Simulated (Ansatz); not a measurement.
What does Ansatz print for the nuclei with this input?

The cell is a COD entry, ions relaxed with PBE at fixed cell.

```yaml
crystal:
  lattice:
    - [5.357, 0.0, 0.0]
    - [0.0, 5.712, 0.0]
    - [0.0, 0.0, 3.063]
  atoms:
    - { symbol: In, position: [0.0, 0.0, 0.1722389182] }
    - { symbol: In, position: [0.5, 0.5, -0.1722389182] }
    - { symbol: Sb, position: [0.5, 0.0, 0.7149606498] }
    - { symbol: Sb, position: [0.0, 0.5, 0.2850393502] }
kpoints:
  mp_grid: { grid: [9, 8, 15] }
scf:
  occupations: { method: fermi_dirac, width: 0.05 }
hamiltonian:
  xc: pbe
  pseudopotentials: { kind: paw_fr }
output:
  forces: true
  stress: true
  populations: true
  efg:
    quadrupole_moments_barn: { In: 0.772, Sb: -0.543 }
    contact_densities: true
  write_density: true
  write_potential: true
  elf: true
  volumetric_format: npy
magnetization:
  noncollinear: true
  spin_orbit: true
```

```sh
ansatz run input.yaml --threads 1 --pin off --max-ram 3072MiB --backend cpu --events-out ev --progress --plain --runs-dir out
```

Of the output, the block on the nuclei alone is shown; the set-up, the SCF iterations, energies, forces and stress are cut.

```
--- PAW observables at the nuclei: V_zz in 10²¹ V/m², potentials from the cell's mean, atoms counted from 1 ---
  atom   1  In V_zz =    -5.546593   η = 0.3853   by run symmetry: allowed   C_q = -103.5376 MHz
            electrostatic potential = -7948.826181 V   contact ρ = 1135916.479969 e/Å³
  atom   2  In V_zz =    -5.546593   η = 0.3853   by run symmetry: allowed   C_q = -103.5376 MHz
            electrostatic potential = -7948.826181 V   contact ρ = 1135916.479969 e/Å³
  atom   3  Sb V_zz =   +11.869404   η = 0.9662   by run symmetry: allowed   C_q = -155.8415 MHz
            electrostatic potential = -8420.901997 V   contact ρ = 1353938.237678 e/Å³
  atom   4  Sb V_zz =   +11.869404   η = 0.9662   by run symmetry: allowed   C_q = -155.8415 MHz
            electrostatic potential = -8420.901997 V   contact ρ = 1353938.237678 e/Å³
```

The run took 5 min of wall time (5 min of CPU time) and 1.9 GiB at its peak, on 1 thread of Intel Xeon Platinum 8259CL CPU @ 2.50GHz (Skylake/Cascade Lake) (x86_64; 16 cores open to the job, memory cap 3.0 GiB, no GPU), a shared host with a load of 0.4 a core.

At this cell the PBE pressure is 14 GPa, so with PBE the cell would grow if it were relaxed. The entry's cell may itself be off. The run finds no gap above 0.1 eV (a metal, or nearly one), so the gradients can move by 10 % or more with the k-mesh. With these PAW files V_zz is typically within 2 to 3 % of all-electron values, but misses above 10 % occur on Sb.
